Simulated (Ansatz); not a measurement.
Response to strain in K2S

Take K₂S in the anti-fluorite structure (space group Fm-3m, No. 225; a = 7.336 Å) as the base. Axes: x, y, z lie along the cube axes.

Strains are applied to the cell and any free atomic positions relax; under biaxial strain the out-of-plane vector relaxes too.

Method: PBEsol (Ansatz, an electronic-structure program), no SOC.

| biaxial strain, plane normal [001], relaxed out of plane (%) | out-of-plane strain (%) |
|---|---|
| -3 | 2.11 |
| -2.5 | 1.75 |
| -2 | 1.39 |
| -1.5 | ? |
| -1 | 0.69 |
| -0.5 | 0.35 |
| 0 | 0.00 |

Q: Fit ε⊥ = −νε + γε² (strains in %) to the rows shown and predict the withheld row.

A: Least squares on the printed values gives ν = 0.68 (the biaxial Poisson response) and γ = 0.006 (largest residual 0.01 %); this predicts 1.04 %, and the run gives 1.04 %, in agreement.

Stability against distortions was not tested.
